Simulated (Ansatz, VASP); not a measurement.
# Cross-check of Rh (linear Rh chain) between VASP and Ansatz

One calculation is typed for both programs; each brings its own data sets. How far apart do they land? The structure shown is the end of the Ansatz relaxation below.

Calculated with Ansatz 0.2.0; plane waves, with VASP 6.6.1 beside it; single point at PBEsol.

### 1. The starting structure

The cell holds 1 atom: 1 Rh. Cell: a = 7.500 Å, b = 7.500 Å, c = 2.212 Å, α = 90.0°, β = 90.0°, γ = 90.0°. Vacuum lies along a and b. The structure's axis is c.

### 2. Ansatz: relaxation, PBEsol

Ansatz runs on its default PAW (the set named soft_2) files.

This run makes the geometry at which the two programs are then compared.

The input, input.yaml:

```yaml
crystal:
  lattice:
    - [7.5, 0.0, 0.0]
    - [0.0, 7.5, 0.0]
    - [0.0, 0.0, 2.6412]
  atoms:
    - { symbol: Rh, position: [0.5, 0.5, 0.0], spin: 1.0 }
magnetization:
  spin_polarized: true
kpoints:
  mp_grid: { grid: [1, 1, 31] }
scf:
  occupations: { method: fermi_dirac, width: 0.05 }
hamiltonian:
  xc: pbesol
relax:
  cell: { fix: [a, b, alpha, beta, gamma] }
  max_steps: 60
```

The run is started by

```console
ansatz run input.yaml --threads 4 --pin off --max-ram 8192MiB --backend cpu --events-out ev --progress --plain --runs-dir out
```

Numbers of over 12 decimals in the logs are rounded to 6 here.

Output:

```text
Engine: ansatz 0.2.0, x86_64-unknown-linux-gnu
Pseudopotentials: kind: paw
Pseudopotential: Rh, paw, valence charge 17, recommended cutoff 420 eV (normal), Rh.paw.azcp
Functional definition: PBEsol
  exchange = pbesol_x
  correlation = pbesol_c
Crystal: 1 atoms, lattice volume = 148.567 Å³
Basis set: ecut = 420 eV, 2929 PW (Γ), exchange–correlation on 108×108×36 points (8 copies of the dense FFT grid, shifted against one another)
Bands: 13, of which v1, the nominal top of the filled ones, is band 9 counted from 1 (8 counted from 0)
Symmetry: 16 space group operations
Space group: P4/mmm (ITA 123), of the structure as read, at distance tolerance 5.3e-5 Å
Magnetic group: BNS 123.339 (UNI 999), of the structure as read, at distance tolerance 5.3e-5 Å
k-points: 16 of 31
Non-local potential: Rh, projectors of the file, l = 0: 3, l = 1: 2, l = 2: 2, l = 3: 1
PAW form: soft (Blöchl's): semilocal exchange-correlation on the pseudo side does not see the compensation charge
PAW frozen core: Rh, regenerated for the run's functional, and the local potential with it (the file was generated under x = pbe(κ = 0.804, μ = 0.219515), c = pbe(β = 0.066725))
PAW one-centre angular grid: Rh, 590 points (default); XC on 64 Gauss nodes
Initial density: superposition of atomic densities (neutral atoms: chi_scale 0, normalization atom)
Starting moments: Σ|m| = 1 μB on 1 of 1 site
Initial wavefunctions: pseudopotential atomic-orbital guess
Functional: x = pbesol(κ = 0.804, μ = 0.123457), c = pbesol(β = 0.046)
iter 1 solved again at ethr=1.09e-3 eV; its pass at ethr=3.10e-3 eV (dr2=1.86e-1 eV) is discarded
SCF iter   1: F=—  HF=-6334.227310 eV  |F-HF|=—  |Δ(HF+E_count)|=         —  Δρ=1.03e-2 (↑1.03e-2 ↓8.53e-3)  dr2=1.90e-1  dr2_m=2.31e-2  M=1.127 μB ∫|m|=1.127 μB  β_m=0.30  ethr=1.09e-3  ⟨swp⟩=1.0  Hψ=2815  notcnv=0
Mixer restart at iter 1: flushing history
preconditioner: auto → LDOS  [metal: Δε(μ)=0.003 eV  Ē_g=5.299 eV  σ=0.050 eV  W_gap=0.01  n_scr=20 (ndim 8)  ℏωp=9.1 eV  f_vac=0.687  D(μ)=5.89/eV (n_scr^D=54)]
spin=Collinear: LDOS preconditioning applied to the charge; magnetization (m = ρ↑ − ρ↓) channel mixes plain (no charge-response kernel on spin).
SCF iter   2: F=—  HF=-6334.311870 eV  |F-HF|=—  |Δ(HF+E_count)|=         —  Δρ=1.59e-2 (↑1.28e-2 ↓1.59e-2)  dr2=5.46e-2  dr2_m=2.68e-1  M=1.802 μB ∫|m|=1.802 μB  β_m=0.30  ethr=1.09e-3  ⟨swp⟩=2.0  Hψ=467  notcnv=0
Mixer restart at iter 2: flushing history
SCF iter   3: F=—  HF=-6334.291996 eV  |F-HF|=—  |Δ(HF+E_count)|=   1.99e-2  Δρ=1.19e-2 (↑1.04e-2 ↓1.19e-2)  dr2=2.22e-2  dr2_m=1.65e-1  M=1.870 μB ∫|m|=1.870 μB  β_m=0.65  ethr=3.21e-4  ⟨swp⟩=2.0  Hψ=544  notcnv=0
SCF iter   4: F=—  HF=-6334.283467 eV  |F-HF|=—  |Δ(HF+E_count)|=   8.53e-3  Δρ=1.84e-3 (↑1.84e-3 ↓9.72e-4)  dr2=1.68e-3  dr2_m=2.39e-3  M=1.976 μB ∫|m|=1.976 μB  β_m=0.60  ethr=1.31e-4  ⟨swp⟩=2.5  Hψ=754  notcnv=0
SCF iter   5: F=—  HF=-6334.282815 eV  |F-HF|=—  |Δ(HF+E_count)|=   6.52e-4  Δρ=5.82e-4 (↑3.63e-4 ↓5.82e-4)  dr2=3.55e-4  dr2_m=2.50e-4  M=1.971 μB ∫|m|=1.972 μB  β_m=0.80  ethr=9.86e-6  ⟨swp⟩=2.7  Hψ=849  notcnv=0
SCF iter   6: F=—  HF=-6334.283063 eV  |F-HF|=—  |Δ(HF+E_count)|=   2.48e-4  Δρ=2.28e-4 (↑2.10e-4 ↓2.28e-4)  dr2=6.74e-5  dr2_m=5.50e-5  M=1.974 μB ∫|m|=1.974 μB  β_m=0.90  ethr=2.09e-6  ⟨swp⟩=2.1  Hψ=611  notcnv=0
SCF iter   7: F=—  HF=-6334.283152 eV  |F-HF|=—  |Δ(HF+E_count)|=   8.86e-5  Δρ=5.88e-5 (↑5.47e-5 ↓5.88e-5)  dr2=9.24e-6  dr2_m=2.81e-6  M=1.976 μB ∫|m|=1.976 μB  β_m=0.95  ethr=3.96e-7  ⟨swp⟩=2.0  Hψ=676  notcnv=0
SCF iter   8: F=—  HF=-6334.283155 eV  |F-HF|=—  |Δ(HF+E_count)|=   3.42e-6  Δρ=2.30e-5 (↑4.30e-6 ↓2.30e-5)  dr2=1.47e-7  dr2_m=2.00e-7  M=1.977 μB ∫|m|=1.977 μB  β_m=0.98  ethr=5.44e-8  ⟨swp⟩=2.0  Hψ=647  notcnv=0
SCF iter   9: F=—  HF=-6334.283156 eV  |F-HF|=—  |Δ(HF+E_count)|=   2.73e-7  Δρ=1.63e-5 (↑1.87e-6 ↓1.63e-5)  dr2=6.93e-8  dr2_m=1.03e-7  M=1.977 μB ∫|m|=1.977 μB  β_m=0.99  ethr=8.63e-10  ⟨swp⟩=2.4  Hψ=683  notcnv=0
SCF iter  10: F=—  HF=-6334.283156 eV  |F-HF|=—  |Δ(HF+E_count)|=   1.74e-7  Δρ=6.60e-6 (↑1.58e-6 ↓6.60e-6)  dr2=2.51e-8  dr2_m=1.31e-8  M=1.977 μB ∫|m|=1.977 μB  β_m=0.99  ethr=4.08e-10  ⟨swp⟩=2.0  Hψ=707  notcnv=0
SCF iter  11: F=-6334.283156 eV  HF=-6334.283156 eV  |F-HF|=3.22e-9  |Δ(HF+E_count)|=   2.31e-8  Δρ=8.91e-7 (↑7.66e-7 ↓8.91e-7)  dr2=1.43e-9  dr2_m=4.56e-10  M=1.977 μB ∫|m|=1.977 μB  ethr=1.48e-10  ⟨swp⟩=1.9  Hψ=1391  notcnv=0
SCF 1 converged in 11 iterations: F = -6334.283156 eV  dr2 = 1.43e-9
  greatest PAW one-centre occupation: 1.000 electrons in one spin orbital (limit 2), on the Rh atom at site 0 (counted from 0), in its partial waves of l = 0
[...]
SCF 5 converged in 9 iterations: F = -6335.024073 eV  dr2 = 3.16e-11
relax step   5: F+E_penalty+E_count = -6335.02407296 eV  Δ(F+E_penalty+E_count) = -1.002e-2 eV  max|allowed force component| = 0.000e0 eV/Å  Δτ_max = 0.0000 Å  P = +0.311 GPa  Ω = 123.111 Å³  energy of the carried Pulay correction = +9.810e-4 eV  fix = [a, b, alpha, beta, gamma]  reactions: a -0.148, b -0.148 GPa  (9 SCF iters, dr2 threshold 1.00e-7 eV, accepted)
[...]
relax step   6: F+E_penalty+E_count = -6335.02897937 eV  Δ(F+E_penalty+E_count) = -4.906e-3 eV  max|allowed force component| = 0.000e0 eV/Å  Δτ_max = 0.0000 Å  P = -0.088 GPa  Ω = 124.400 Å³  energy of the carried Pulay correction = +9.286e-4 eV  fix = [a, b, alpha, beta, gamma]  reactions: a -0.147, b -0.147 GPa  (9 SCF iters, dr2 threshold 1.00e-7 eV, accepted)
[...]
relax step   7: F+E_penalty+E_count = -6335.02658592 eV  Δ(F+E_penalty+E_count) = +2.393e-3 eV  max|allowed force component| = 0.000e0 eV/Å  Δτ_max = 0.0000 Å  P = -0.086 GPa  Ω = 124.400 Å³  fix = [a, b, alpha, beta, gamma]  reactions: a -0.143, b -0.143 GPa  stress off target by 2.94e-2 GPa on what of the cell is left free  SCF on the basis re-selected at this cell (its energy is not comparable with the rows above)  (10 SCF iters)
basis re-selected at this cell: Δ(F+E_penalty+E_count) = +2.393e-3 eV, ΔP = +0.003 GPa vs the last step (what re-selecting the basis moved, of the pressure what is left beyond the Pulay correction that the steps carried, after the strain that the cell walked since its last selection, with what the two solves' SCF thresholds leave and, on support functions, any second-order correction that the steps lacked; it is no measure of the basis error at this ecutwfc). The dense FFT grid was sized anew with the basis: this SCF ran on 54×54×15 points, the steps before it on 54×54×18, so part of this shift can come from that change (see relax.cell in the input reference). [rest of the remark cut]
SCF converged after 10 iterations
Magnetization: 0.3382 μB (8.6691 up, 8.3309 down)
Absolute magnetization: 0.3383 μB (∫|ρ↑−ρ↓|, with the PAW one-centre terms)
Spin contamination: 0.0018 ħ² per cell (⟨S²⟩ above its minimum at these occupations)
Per-site moments (μB) at R_I (Å): [(0.252280, 0.912265)]
Free energy (F): -6335.026586 eV
Harris-Foulkes:  -6335.026586 eV  (|F-HF|=1.82e-12)
Internal energy: -6335.000641 eV  (E = F + TS)
E sigma→0 (E₀):  -6335.013613 eV
Entropy (-TS):   -0.025945 eV (-25.945 meV/atom)
Fermi energy:    -2.374541 eV
--- Per-component energies (eV) ---
  E_band       = -487.813295
  E_kinetic    = 573.388568
  E_local      = -5408.732652  (includes V_loc(G=0)·N_el)
  E_nonlocal   = 362.983268
  E_hartree    = 2266.596753
  E_xc         = -216.566914
  E_vxc        = -272.461986  (∫ρ·V_xc dr)
  E_paw        = -3526.715265  (= ΣΔE_a)
  E_vpaw       = -276.184883  (= ΣTr[D̂ρ^β])
  E_aug_tail   = 0.000862  (compensation charges beyond the density's cutoff)
  E_ewald      = -386.231461
  E_core_change = 0.276200  (= ΣΔE_core)
  E_smearing   = -0.025945  (= −TS)
  E_closure    = 0.000000  (closes the sum)
  Σ components = -6335.026586   (vs F -6335.026586, Δ=0.00e0)
--- Forces (eV/Å), atoms counted from 1 ---
  atom   1  Rh     0.00000000    -0.00000000     0.00000000
  max |Σ_I F_I| component: 1.26e-28 eV/Å
--- Stress (GPa, compression-positive) ---
       -0.143133       0.000000       0.000000
        0.000000      -0.143133       0.000000
        0.000000       0.000000       0.029411
  P = ⅓ Tr σ = -0.0856 GPa (-0.856 kbar)
--- Relaxed structure (6 steps of the walk, 6 accepted, 1 SCFs on fresh bases) ---
  F+E_penalty+E_count = -6335.02658592 eV   max|allowed force component| = 0.000e0 eV/Å   (the final SCF, on the basis selected at the relaxed cell)
  cell:  # Å, volume = 124.3998 Å³
    - [7.5, 0.0, 0.0]
    - [0.0, 7.5, 0.0]
    - [0.0, 0.0, 2.211551]
  atoms:
    - { symbol: Rh, position: [0.5, 0.5, 0.0] }
```

The column dr2 measures how far the density is from self-consistency, as an energy; F and HF (Harris–Foulkes) agree once it is small.

### 3. VASP: single point, PBEsol

The same cell, functional, mesh and smearing now go to VASP, with its own data sets.

Lines of VASP's logs that name or quote its potential files are left out, and so is its time.

The input, INCAR:

```
SYSTEM = Rh
PREC = Accurate
ENCUT = 500
EDIFF = 1E-06
NELM = 200
ISMEAR = -1
SIGMA = 0.05
LREAL = .FALSE.
ALGO = Normal
GGA = PS
NBANDS = 15
ISPIN = 2
MAGMOM = 0.25
LASPH = .TRUE.
LMAXMIX = 4
LORBIT = 11
LWAVE = .FALSE.
LCHARG = .FALSE.
ISIF = 2
GGA_COMPAT = .FALSE.
```

The input, POSCAR:

```
Rh
1.0
    7.5000000000      0.0000000000      0.0000000000
    0.0000000000      7.5000000000      0.0000000000
    0.0000000000      0.0000000000      2.2115512125
Rh
1
Direct
    0.5000000000      0.5000000000      0.0000000000
```

The input, KPOINTS:

```
Automatic mesh
0
Gamma
1 1 31
0 0 0
```

PAW data sets: Rh_pv (PBE family, release 64).

The run is started by

```console
mpirun -np 1 vasp_std
```

Output:

```text
[banner, memory and clock lines left out]
running    1 mpi-ranks, on    1 nodes
 distrk:  each k-point on    1 cores,    1 groups
 distr:  one band on    1 cores,    1 groups

 POSCAR found type information on POSCAR Rh
 POSCAR found :  1 types and       1 ions
|                                                                             |
|               ----> ADVICE to this user running VASP <----                  |
|                                                                             |
|     You enforced a specific xc type in the INCAR file but a different       |
|     [... a line on the potential file left out ...]
|     I HOPE YOU KNOW WHAT YOU ARE DOING!                                     |
|                                                                             |

 LDA part: xc-table for (Slater+PW92), standard interpolation
 POSCAR, INCAR and KPOINTS ok, starting setup
 FFT: planning ... GRIDC
 FFT: planning ... GRID_SOFT
 FFT: planning ... GRID
 WAVECAR not read
 entering main loop
       N       E                     dE             d eps       ncg     rms          rms(c)
DAV:   1     0.698438356541E+02    0.69844E+02   -0.81854E+03  1216   0.723E+02
DAV:   2    -0.286368863265E+01   -0.72708E+02   -0.66222E+02  1128   0.186E+02
DAV:   3    -0.457645656268E+01   -0.17128E+01   -0.16931E+01  1037   0.296E+01
DAV:   4    -0.458957024854E+01   -0.13114E-01   -0.13108E-01  1441   0.285E+00
DAV:   5    -0.458972967049E+01   -0.15942E-03   -0.15942E-03  1107   0.263E-01    0.700E+00
DAV:   6    -0.441542585680E+01    0.17430E+00   -0.14810E-01   988   0.331E+00    0.380E+00
DAV:   7    -0.441467042777E+01    0.75543E-03   -0.51370E-02  1065   0.166E+00    0.151E+00
DAV:   8    -0.440389139064E+01    0.10779E-01   -0.19968E-02  1002   0.118E+00    0.644E-01
DAV:   9    -0.439564044815E+01    0.82509E-02   -0.82556E-03   981   0.550E-01    0.240E-01
DAV:  10    -0.440335548079E+01   -0.77150E-02   -0.13636E-03   968   0.196E-01    0.122E-01
DAV:  11    -0.441158838719E+01   -0.82329E-02   -0.46738E-03   974   0.233E-01    0.609E-02
DAV:  12    -0.441188014573E+01   -0.29176E-03   -0.30424E-04  1009   0.701E-02    0.259E-02
DAV:  13    -0.441202195137E+01   -0.14181E-03   -0.11346E-04  1008   0.491E-02    0.216E-02
DAV:  14    -0.441211744976E+01   -0.95498E-04   -0.31656E-05  1016   0.264E-02    0.133E-02
DAV:  15    -0.441216193527E+01   -0.44486E-04   -0.13796E-05   988   0.215E-02    0.873E-03
DAV:  16    -0.441218261933E+01   -0.20684E-04   -0.12009E-05   988   0.177E-02    0.419E-03
DAV:  17    -0.441218489194E+01   -0.22726E-05   -0.43242E-06   901   0.102E-02    0.371E-03
DAV:  18    -0.441218285911E+01    0.20328E-05   -0.21420E-06   798   0.653E-03    0.215E-03
DAV:  19    -0.441218275107E+01    0.10804E-06   -0.10488E-07   865   0.201E-03
   1 F= -.44121828E+01 E0= -.43998316E+01  d E =-.247024E-01  mag=     0.3819
```

OUTCAR, selected parts (step 3):

```text
ion  position               nearest neighbor table
   1  0.500  0.500  0.000-

  LATTYP: Found a simple tetragonal cell.
 ALAT       =     7.5000000000
 C/A-ratio  =     0.2948734950

 Subroutine GETGRP returns: Found 16 space group operations
 (whereof 16 operations were pure point group operations)

The static configuration has the point symmetry D_4h.

 Found     16 irreducible k-points:

   k-points           NKPTS =     16   k-points in BZ     NKDIM =     16   number of bands    NBANDS=     15

   dimension x,y,z NGX =    56 NGY =   56 NGZ =   16
   dimension x,y,z NGXF=   112 NGYF=  112 NGZF=   32

   ENCUT  =  500.0 eV  36.75 Ry    6.06 a.u.  13.67 13.67  4.03*2*pi/ulx,y,z

   NELECT =      15.0000    total number of electrons

 k-points in reciprocal lattice and weights: Automatic mesh
   0.00000000  0.00000000  0.00000000       0.032
   0.00000000  0.00000000  0.03225806       0.065
   0.00000000  0.00000000  0.06451613       0.065
   0.00000000  0.00000000  0.09677419       0.065
   0.00000000  0.00000000  0.12903226       0.065
   0.00000000  0.00000000  0.16129032       0.065
   0.00000000  0.00000000  0.19354839       0.065
   0.00000000  0.00000000  0.22580645       0.065
   0.00000000  0.00000000  0.25806452       0.065
[...]
0.00000000  0.00000000  0.45161290       0.065
   0.00000000  0.00000000  0.48387097       0.065

 average (electrostatic) potential at core
       1 -85.1522

 E-fermi :  -3.5350

 spin component 1
 k-point     1 :       0.0000    0.0000    0.0000
  band No.  band energies     occupation
    ...
      3     -49.1448      1.00000
      4      -9.7611      1.00000
      5      -5.1702      1.00000
      6      -5.1656      1.00000
      7      -4.7096      1.00000
      8      -2.1686      0.00000
      9      -2.1686      0.00000
     10      -0.3830      0.00000
     11      -0.3830      0.00000
     12       1.6290      0.00000
    ...

 k-point     2 :       0.0000    0.0000    0.0323
  band No.  band energies     occupation
    ...
      3     -49.1704      1.00000
      4      -9.6830      1.00000
      5      -5.1575      1.00000
      6      -5.1529      1.00000
      7      -4.6818      1.00000
      8      -2.3202      0.00000
      9      -2.3202      0.00000
     10      -0.2636      0.00000
     11      -0.2636      0.00000
     12       1.6601      0.00000
    ...

 k-point     3 :       0.0000    0.0000    0.0645
  band No.  band energies     occupation
    ...
      3     -49.2078      1.00000
      4      -9.4508      1.00000
      5      -5.1196      1.00000
      6      -5.1153      1.00000
      7      -4.5981      1.00000
      8      -2.6944      0.00000
      9      -2.6944      0.00000
     10       0.0204      0.00000
     11       0.0204      0.00000
     12       1.7536      0.00000
    ...

 k-point     4 :       0.0000    0.0000    0.0968
  band No.  band energies     occupation
    ...
      3     -49.1940      1.00000
      4      -9.0715      1.00000
      5      -5.0578      1.00000
      6      -5.0537      1.00000
      7      -4.4580      1.00000
      8      -3.1815      0.00085
      9      -3.1815      0.00085
     10       0.3761      0.00000
     11       0.3761      0.00000
     12       1.9094      0.00000
    ...

 k-point     5 :       0.0000    0.0000    0.1290
  band No.  band energies     occupation
    ...
      5      -4.9737      1.00000
      6      -4.9700      1.00000
      7      -4.2598      1.00000
      8      -3.7217      0.97666
      9      -3.7217      0.97666
     10       0.7675      0.00000
     11       0.7675      0.00000
     12       2.1276      0.00000
     13       3.2750      0.00000
     14       5.1961      0.00000
    ...

 k-point     6 :       0.0000    0.0000    0.1613
  band No.  band energies     occupation
    ...
      5      -4.8700      1.00000
      6      -4.8668      1.00000
      7      -4.2823      1.00000
      8      -4.2823      1.00000
      9      -4.0005      0.99991
     10       1.1878      0.00000
     11       1.1878      0.00000
     12       2.4082      0.00000
     13       3.5466      0.00000
     14       5.5147      0.00000
    ...

  Total       -0.1162429     -0.1162429      0.2155861      0.0000000      0.0000000      0.0000000
  in kB       -1.4971228     -1.4971228      2.7765905      0.0000000      0.0000000      0.0000000
  external PRESSURE =      -0.0725517 kB  Pullay stress =       0.0000000 kB

  energy-cutoff  :      500.00
  volume of cell :      124.40
      direct lattice vectors                 reciprocal lattice vectors
     7.500000000  0.000000000  0.000000000     0.133333333  0.000000000  0.000000000
     0.000000000  7.500000000  0.000000000     0.000000000  0.133333333  0.000000000
     0.000000000  0.000000000  2.211551212     0.000000000  0.000000000  0.452171306

 POSITION                                       TOTAL-FORCE (eV/Angst)
 -----------------------------------------------------------------------------------
      3.75000      3.75000      0.00000         0.000000      0.000000      0.000000
 -----------------------------------------------------------------------------------
    total drift:                                0.000000      0.000000      0.000000

  FREE ENERGIE OF THE ION-ELECTRON SYSTEM (eV)
  ---------------------------------------------------
  free  energy   TOTEN  =        -4.4121827511 eV

  energy  without entropy=       -4.3874803535  energy(sigma->0) =       -4.39983155

 total charge
# of ion       s       p       d       tot
------------------------------------------
    1        0.378   6.109   7.316  13.803

 magnetization (x)
# of ion       s       p       d       tot
------------------------------------------
    1        0.014   0.004   0.328   0.346

[... 6 further parts left out ...]
```

### 4. Comparison

Known differences besides the potentials themselves: VASP starts from the moments at which Ansatz ended; the data sets hold 17 valence electrons in Ansatz (on its default PAW (the set named soft_2) files) and 15 in VASP; the cutoff is 420 eV in Ansatz and 500 eV in VASP; Ansatz makes its cores anew for this functional, VASP keeps those of its PBE data sets; Ansatz's pressure holds a Pulay correction, VASP's none; site moments are counted in spheres of each program's own size. Total energies have different zeros and are not compared.

The two programs side by side:

```tsv
quantity	Ansatz	VASP	difference
pressure (GPa)	-0.09	-0.01	-0.08
total moment (μB)	0.34	0.38	-0.04
moment on Rh1 (μB)	0.25	0.35	-0.09
```

### 5. What came out

| Quantity | Value |
| --- | --- |
| difference in total moment (single point, PBEsol) | -0.044 μB |

The difference in total moment is -0.044 μB (single point, PBEsol). The data sets hold unlike numbers of valence electrons (17 in Ansatz and 15 in VASP), so part of the differences comes from the potentials. Such differences can come from data sets, numerical settings and the points named under the comparisons, not from the functional's error against experiment.

[Lines on the potential files, build, host, timing and source positions are cut from VASP's logs without a mark.]

[Logs are printed without paths, hosts, clocks, repeated set-up lines and the standing remarks that a program may print on its own settings, such as how far it seeks lower states.]

[Hosts, paths, dates, database ids (printed as entryN), source tags and the programs' standing remarks are cut or masked in the printed files.]
